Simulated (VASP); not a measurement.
# CdS (F-43m) in VASP: further runs

The runs below take CdS through band structure, Born charges and dielectric tensor, with PBE.

Everything below comes from runs of VASP 6.6.1. Logs are shortened: lines on timing, memory, paths and dates and some standing lists are left out, and cuts for length are marked.

**1. Starting point**

Symmetry: F-43m, No. 216, cubic system. Conventional cell: a = 5.938 Å, b = 5.938 Å, c = 5.938 Å, α = 90.00°, β = 90.00°, γ = 90.00°. Around Cd (site symmetry -43m) lie 4 S at 2.57 Å. S (site symmetry -43m) has 4 Cd at 2.57 Å as nearest neighbours.

**2. Band structure, PBE**

INCAR

```
SYSTEM = CdS
PREC     = Accurate       ! precision mode
ENCUT    = 700            ! plane-wave cutoff, eV
EDIFF    = 1E-7           ! SCF threshold, eV
ISMEAR   = 0              ! smearing method
SIGMA    = 0.02           ! smearing width, eV
LREAL    = .FALSE.        ! projectors in reciprocal space
LASPH    = .TRUE.         ! aspherical terms in the spheres
NELM     = 60             ! most SCF steps
ALGO     = Fast           ! electronic algorithm
ISIF     = 2              ! what is computed and relaxed
LWAVE    = .FALSE.        ! write WAVECAR
LCHARG   = .FALSE.        ! write CHGCAR
GGA      = PE             ! functional
```

KPOINTS

```
regular mesh
0
G
  10 10 10
  0 0 0
```

POSCAR

```
CdS                                     
1.0
    0.0000000000      2.9689973026      2.9689973026
    2.9689973026      0.0000000000      2.9689973026
    2.9689973026      2.9689973026      0.0000000000
  Cd              S             
     1     1
Direct
     1.0000000000000000    1.0000000000000000    0.0000000000000000
     0.2500000000000000    0.2500000000000000    0.2500000000000000
```

KPOINTS_OPT

```
path GXWKGLUWLK,UX
15
line-mode
reciprocal
 0.0000000000  0.0000000000  0.0000000000  G
 0.5000000000  0.0000000000  0.5000000000  X

 0.5000000000  0.0000000000  0.5000000000  X
 0.5000000000  0.2500000000  0.7500000000  W

 0.5000000000  0.2500000000  0.7500000000  W
 0.3750000000  0.3750000000  0.7500000000  K

 0.3750000000  0.3750000000  0.7500000000  K
 0.0000000000  0.0000000000  0.0000000000  G

 0.0000000000  0.0000000000  0.0000000000  G
 0.5000000000  0.5000000000  0.5000000000  L

 0.5000000000  0.5000000000  0.5000000000  L
 0.6250000000  0.2500000000  0.6250000000  U

 0.6250000000  0.2500000000  0.6250000000  U
 0.5000000000  0.2500000000  0.7500000000  W

 0.5000000000  0.2500000000  0.7500000000  W
 0.5000000000  0.5000000000  0.5000000000  L

 0.5000000000  0.5000000000  0.5000000000  L
 0.3750000000  0.3750000000  0.7500000000  K

 0.6250000000  0.2500000000  0.6250000000  U
 0.5000000000  0.0000000000  0.5000000000  X
```

Potentials or basis: VASP PAW PBE potentials, release 64 (Cd, S).

The run is started by

```console
$ cat potpaw_PBE.64/Cd/POTCAR potpaw_PBE.64/S/POTCAR > POTCAR
$ mpirun -np 1 vasp_std > vasp.out
```

OUTCAR:

```text
SYSTEM = CdS
   PREC = Accurate
   ENCUT = 700
   EDIFF = 1E-7
   ISMEAR = 0
   LREAL = .FALSE.
   LASPH = .TRUE.
   NELM = 60
   ISIF = 2
   GGA = PE

 ion  position               nearest neighbor table
   1  0.000  0.000  0.000-   2 2.57   2 2.57   2 2.57   2 2.57
   2  0.250  0.250  0.250-   1 2.57   1 2.57   1 2.57   1 2.57

  LATTYP: Found a face centered cubic cell.
 ALAT       =     5.9379946052

  Lattice vectors:

 A1 = (   0.0000000000,   2.9689973026,   2.9689973026)
 A2 = (   2.9689973026,   0.0000000000,   2.9689973026)
 A3 = (   2.9689973026,   2.9689973026,   0.0000000000)

Analysis of symmetry for initial positions (statically):
=====================================================================
 Subroutine PRICEL returns:
 Original cell was already a primitive cell.

 Routine SETGRP: Setting up the symmetry group for a
 face centered cubic supercell.

 Subroutine GETGRP returns: Found 24 space group operations
 (whereof 24 operations were pure point group operations)
 out of a pool of 48 trial point group operations.

The static configuration has the point symmetry T_d .

Analysis of symmetry for dynamics (positions and initial velocities):
=====================================================================
 Subroutine PRICEL returns:
 Original cell was already a primitive cell.

 Routine SETGRP: Setting up the symmetry group for a
 face centered cubic supercell.

 Subroutine GETGRP returns: Found 24 space group operations
 (whereof 24 operations were pure point group operations)
 out of a pool of 48 trial point group operations.

The dynamic configuration has the point symmetry T_d .

 Subroutine INISYM returns: Found 24 space group operations
 (whereof 24 operations are pure point group operations),
 and found     1 'primitive' translations

----------------------------------------------------------------------------------------

                                     Primitive cell

  volume of cell :      52.3431

  direct lattice vectors                    reciprocal lattice vectors
     0.000000000  2.968997303  2.968997303    -0.168407024  0.168407024  0.168407024
     2.968997303  0.000000000  2.968997303     0.168407024 -0.168407024  0.168407024
     2.968997303  2.968997303  0.000000000     0.168407024  0.168407024 -0.168407024

  length of vectors
     4.198796252  4.198796252  4.198796252     0.291689522  0.291689522  0.291689522

  position of ions in fractional coordinates (direct lattice)
     0.000000000  0.000000000  0.000000000
     0.250000000  0.250000000  0.250000000
[... 89 lines left out ...]
   NUPDOWN=      -1.0000    fix difference up-down
   EMIN   =  10.00;   EMAX   =-10.00  energy-range for DOS
   EFERMI =   0.00;   METHOD = LEGACY
   ISMEAR =     0;   SIGMA  =   0.02  broadening in eV -4-tet -1-fermi 0-gaus
   EFERMI_NEDOS =   21; number of points for ismear=-14 and -15
   IALGO  =     68    algorithm
   IMIX   =      4    mixing-type and parameters
     AMIX     =   0.40;   BMIX     =  1.00
     AMIX_MAG =   1.60;   BMIX_MAG =  1.00
  volume/ion in A,a.u.               =      26.17       176.61
  Fermi-wavevector in a.u.,A,eV,Ry     =   1.146954  2.167428 17.898500  1.315503
  Thomas-Fermi vector in A             =   2.283636
   LORBIT       =      0    0 simple, 1 ext, 2 COOP (PROOUT), +10 PAW based schemes
   GGA     = PE    functional components
   LHFCALC =     F    Hartree Fock is set to
   AEXX    =    0.0000 exact exchange contribution
   IVDW    =     0    specifies the selected vdW correction
   LEPSILON=     F    determine dielectric tensor
   LRPA    =     F    only Hartree local field effects (RPA)
 non-spin polarized calculation
 RMM-DIIS sequential band-by-band and
 Gauss-broadening in eV      SIGMA  =   0.02
  energy-cutoff  :      700.00
  volume of cell :       52.34
 maximum number of plane-waves:      2229
   NGX = 19   NGY = 19   NGZ = 19

 number of electron      17.9999999 magnetization

 Free energy of the ion-electron system (eV)
  ---------------------------------------------------
  ext. energy  EPLUGINS =         0.00000000
  ---------------------------------------------------
  free energy    TOTEN  =        -6.14779420 eV

  energy without entropy =       -6.14779420  energy(sigma->0) =       -6.14779420

 E-fermi :   0.9858     XC(G=0):  -8.9014

 val. band max:        0.8705544490   @ k =   0.0000   0.0000   0.0000
 cond. band min:       1.9016432905   @ k =   0.0000   0.0000   0.0000
 fundamental gap:      1.0310888416
 Fermi energy:         0.9858126578

 k-point     1 :       0.0000    0.0000    0.0000
  band No.  band energies     occupation
      1     -11.1852      2.00000
      2      -6.6811      2.00000
      3      -6.6811      2.00000
      4      -6.6811      2.00000
      5      -6.2710      2.00000
      6      -6.2710      2.00000
      7       0.8706      2.00000
      8       0.8706      2.00000
      9       0.8706      2.00000
     10       1.9016      0.00000
     11       7.4213      0.00000
     12       7.4213      0.00000
     13       7.4213      0.00000
[... 354 lines left out ...]
  band No.  band energies     occupation
      1     -10.7864      2.00000
      2      -6.4972      2.00000
      3      -6.4594      2.00000
      4      -6.4198      2.00000
      5      -6.2147      2.00000
      6      -6.0899      2.00000
      7      -2.2913      2.00000
      8      -0.6183      2.00000
      9      -0.4778      2.00000
     10       4.8594      0.00000
     11       5.4130      0.00000
     12       8.7983      0.00000
     13       9.8113      0.00000

 [... further k-points ...]

------------------------ aborting loop because EDIFF is reached ----------------------------------------

  FORCE on cell =-STRESS in cart. coord.  units (eV):
  Direction    XX          YY          ZZ          XY          YZ          ZX
  --------------------------------------------------------------------------------------
  -------------------------------------------------------------------------------------
  Total       -0.0019995     -0.0019995     -0.0019995      0.0000000     -0.0000000     -0.0000000
  in kB       -0.0612038     -0.0612038     -0.0612038      0.0000000     -0.0000000     -0.0000000
  external PRESSURE =      -0.0612038 kB  Pullay stress =       0.0000000 kB

 VOLUME and BASIS-vectors are now :
 -----------------------------------------------------------------------------
  energy-cutoff  :      700.00
  volume of cell :       52.34
      direct lattice vectors                 reciprocal lattice vectors
     0.000000000  2.968997303  2.968997303    -0.168407024  0.168407024  0.168407024
     2.968997303  0.000000000  2.968997303     0.168407024 -0.168407024  0.168407024
     2.968997303  2.968997303  0.000000000     0.168407024  0.168407024 -0.168407024

 POSITION                                       TOTAL-FORCE (eV/Angst)
 -----------------------------------------------------------------------------------
      0.00000      0.00000      0.00000         0.000000      0.000000      0.000000
      1.48450      1.48450      1.48450        -0.000000     -0.000000     -0.000000
 -----------------------------------------------------------------------------------
    total drift:                               -0.000000     -0.000000     -0.000000

  FREE ENERGIE OF THE ION-ELECTRON SYSTEM (eV)
  ---------------------------------------------------
  free  energy   TOTEN  =        -6.1477941998 eV

  energy  without entropy=       -6.1477941998  energy(sigma->0) =       -6.14779420
```

stdout:

```text
POSCAR found type information on POSCAR CdS
 POSCAR found :  2 types and       2 ions
 scaLAPACK will be used
 LDA part: xc-table for (Slater+PW92), standard interpolation
 POSCAR, INCAR and KPOINTS ok, starting setup
 FFT: planning ... GRIDC
 FFT: planning ... GRID_SOFT
 FFT: planning ... GRID
 WAVECAR not read
 entering main loop
 Start KPOINTS_OPT (optional k-point list driver)
k-point batch [1-47\150]
k-point batch [48-94\150]
k-point batch [95-141\150]
k-point batch [142-150\150]
```

Wall time 45 s (1 thread of Intel Xeon 6975P-C (Granite Rapids), shared host); peak memory 0.27 GiB.

What came out:

```yaml
Free_energy: -6.1478 eV
Pressure: 0.0 GPa
Band_gap_on_the_k_mesh: 1.03 eV, direct
Band_gap_along_the_path: 1.03 eV, direct
```

Levels at the corners of the path, in eV from the valence-band top:
```
point  band 6  band 7  band 8  band 9  band 10  band 11  band 12  band 13
    Γ   -7.14    0.00    0.00    0.00     1.03     6.55     6.55     6.55
    X   -6.75   -3.72   -1.70   -1.70     3.64     4.27     9.01    10.46
    X   -6.75   -3.72   -1.70   -1.70     3.64     4.27     9.01    10.46
    W   -6.59   -3.65   -2.04   -2.01     5.20     5.45     7.13     8.07
    W   -6.59   -3.65   -2.04   -2.01     5.20     5.45     7.13     8.07
    K   -6.64   -3.68   -2.31   -1.38     4.23     5.33     8.38     8.94
    K   -6.64   -3.68   -2.31   -1.38     4.23     5.33     8.38     8.94
    Γ   -7.14    0.00    0.00    0.00     1.03     6.55     6.55     6.55
    Γ   -7.14    0.00    0.00    0.00     1.03     6.55     6.55     6.55
    L   -6.81   -4.09   -0.68   -0.68     2.93     7.00     7.00     7.31
    L   -6.81   -4.09   -0.68   -0.68     2.93     7.00     7.00     7.31
    U   -6.64   -3.68   -2.31   -1.38     4.23     5.33     8.38     8.94
    U   -6.64   -3.68   -2.31   -1.38     4.23     5.33     8.38     8.94
    W   -6.59   -3.65   -2.04   -2.01     5.20     5.45     7.13     8.07
    W   -6.59   -3.65   -2.04   -2.01     5.20     5.45     7.13     8.07
    L   -6.81   -4.09   -0.68   -0.68     2.93     7.00     7.00     7.31
    L   -6.81   -4.09   -0.68   -0.68     2.93     7.00     7.00     7.31
    K   -6.64   -3.68   -2.31   -1.38     4.23     5.33     8.38     8.94
    U   -6.64   -3.68   -2.31   -1.38     4.23     5.33     8.38     8.94
    X   -6.75   -3.72   -1.70   -1.70     3.64     4.27     9.01    10.46
```

As with any semilocal functional, this PBE gap is likely too small.

**3. Born charges and dielectric tensor, PBE**

INCAR

```
PREC = Accurate
ENCUT = 700
EDIFF = 1E-8
ISMEAR = 0
SIGMA = 0.02
LREAL = False
LASPH = True
NELM = 60
ALGO = Fast
ISIF = 2
LWAVE = False
LCHARG = False
GGA = PE
LEPSILON = True
IBRION = 8
NSW = 1
```

KPOINTS

```
regular mesh
0
Gamma
  10 10 10
```

POSCAR is that of step 2.

Potentials or basis: VASP PAW PBE potentials, release 64 (Cd, S).

The run is started by

```console
$ cat potpaw_PBE.64/Cd/POTCAR potpaw_PBE.64/S/POTCAR > POTCAR
$ mpirun -np 1 vasp_std > vasp.out
```

OUTCAR:

```text
PREC = Accurate
   ENCUT = 700
   EDIFF = 1E-8
   ISMEAR = 0
   LREAL = False
   LASPH = True
   NELM = 60
   ISIF = 2
   GGA = PE
   LEPSILON = True
   IBRION = 8
   NSW = 1

 ion  position               nearest neighbor table
   1  0.000  0.000  0.000-   2 2.57   2 2.57   2 2.57   2 2.57
   2  0.250  0.250  0.250-   1 2.57   1 2.57   1 2.57   1 2.57

  LATTYP: Found a face centered cubic cell.
 ALAT       =     5.9379946052

  Lattice vectors:

 A1 = (   0.0000000000,   2.9689973026,   2.9689973026)
 A2 = (   2.9689973026,   0.0000000000,   2.9689973026)
 A3 = (   2.9689973026,   2.9689973026,   0.0000000000)

Analysis of symmetry for initial positions (statically):
=====================================================================
 Subroutine PRICEL returns:
 Original cell was already a primitive cell.

 Routine SETGRP: Setting up the symmetry group for a
[... 685 lines left out ...]

 SECOND DERIVATIVES (NOT SYMMETRIZED)
 ------------------------------------
               1X          1Y          1Z          2X          2Y          2Z
  1X    -4.290525    0.000000    0.000000    4.290525    0.000000    0.000000
  1Y     0.000000   -4.290525    0.000000    0.000000    4.290525    0.000000
  1Z     0.000000    0.000000   -4.290525    0.000000    0.000000    4.290525
  2X     4.296602    0.000000    0.000000   -4.296602    0.000000    0.000000
  2Y     0.000000    4.296602    0.000000    0.000000   -4.296602    0.000000
  2Z     0.000000    0.000000    4.296602    0.000000    0.000000   -4.296602

 Eigenvectors and eigenvalues of the dynamical matrix
 ----------------------------------------------------

   1 f  =    6.486609 THz    40.756565 2PiTHz  216.369980 cm-1    26.826446 meV
             X         Y         Z           dx          dy          dz
      0.000000  0.000000  0.000000     0.000000    0.470851    0.000000
      1.484499  1.484499  1.484499     0.000000   -0.882213    0.000000
[... 21 lines left out ...]
   6 f/i=    0.001907 THz     0.011981 2PiTHz    0.063606 cm-1     0.007886 meV
             X         Y         Z           dx          dy          dz
      0.000000  0.000000  0.000000     0.000000    0.000000    0.882213
      1.484499  1.484499  1.484499     0.000000    0.000000    0.470851

--------------------------------------------------------------------------------------------------------

 MACROSCOPIC STATIC DIELECTRIC TENSOR IONIC CONTRIBUTION
 ------------------------------------------------------
           4.090027     0.000000     0.000000
           0.000000     4.090027    -0.000000
           0.000000    -0.000000     4.090027
 ------------------------------------------------------

 ELASTIC MODULI CONTR FROM IONIC RELAXATION (kBar)
 Direction    XX          YY          ZZ          XY          YZ          ZX
 --------------------------------------------------------------------------------
 XX          -0.0000      0.0000      0.0000      0.0000     -0.0000      0.0000
 YY           0.0000     -0.0000      0.0000      0.0000      0.0000     -0.0000
 ZZ           0.0000      0.0000     -0.0000     -0.0000      0.0000      0.0000
 XY           0.0000      0.0000     -0.0000   -192.7548      0.0000      0.0000
 YZ          -0.0000      0.0000      0.0000      0.0000   -192.7548      0.0000
 ZX           0.0000     -0.0000      0.0000      0.0000      0.0000   -192.7548
 --------------------------------------------------------------------------------

 PIEZOELECTRIC TENSOR IONIC CONTR  for field in x, y, z        (C/m^2)
          XX          YY          ZZ          XY          YZ          ZX
  --------------------------------------------------------------------------------
  x     0.00000    -0.00000    -0.00000     0.00000     0.83548     0.00000
  y    -0.00000     0.00000    -0.00000     0.00000    -0.00000     0.83548
  z    -0.00000    -0.00000     0.00000     0.83548     0.00000    -0.00000
```

OSZICAR:

```text
N       E                     dE             d eps       ncg     rms          rms(c)
DAV:   1     0.130451295439E+03    0.13045E+03   -0.10705E+04  1230   0.159E+03
DAV:   2    -0.404675899096E+00   -0.13086E+03   -0.12399E+03  1347   0.324E+02
DAV:   3    -0.665129211555E+01   -0.62466E+01   -0.62224E+01  1487   0.725E+01
[... 13 lines left out ...]
RMM:  10    -0.108011316954E+00   -0.75445E-06   -0.29440E-09  7158   0.109E-04    0.478E-05
RMM:  11    -0.108011340517E+00   -0.23563E-07    0.38686E-09  7279   0.446E-05    0.376E-06
RMM:  12    -0.108011311539E+00    0.28978E-07   -0.53408E-09  6862   0.179E-05    0.244E-06
RMM:  13    -0.108011321834E+00   -0.10295E-07   -0.21328E-08  5862   0.156E-05    0.272E-07
RMM:  14    -0.108011322103E+00   -0.26850E-09   -0.38358E-09  5329   0.147E-05    0.190E-07
 Linear response finished
```

Wall time 7.6 min (1 thread of Intel Xeon 6975P-C (Granite Rapids), shared host); peak memory 0.58 GiB.

Results:

```
Band gap on the k mesh                                  : 1.03 eV, direct
Electronic dielectric tensor (diagonal)                 : 6.42
Born charges (mean of the diagonal)                     : Cd +2.25; S -2.25 e
Highest phonon frequency at Γ, LO-TO splitting left out : 216 cm⁻¹
```

Phonon frequencies in cm⁻¹ (negative: imaginary):
| q point | frequencies |
| --- | --- |
| (0.000, 0.000, 0.000) | 0 0 0 216 216 216 |

Electronic dielectric tensor:
```
6.42 0.00 0.00
0.00 6.42 0.00
0.00 0.00 6.42
```

Born effective charge tensors (e):
atom 1, Cd
```
2.25 0.00 0.00
0.00 2.25 0.00
0.00 0.00 2.25
```
atom 2, S
```
-2.25  0.00  0.00
 0.00 -2.25  0.00
 0.00  0.00 -2.25
```

A hybrid or GW would open this gap; PBE tends to underestimate it.
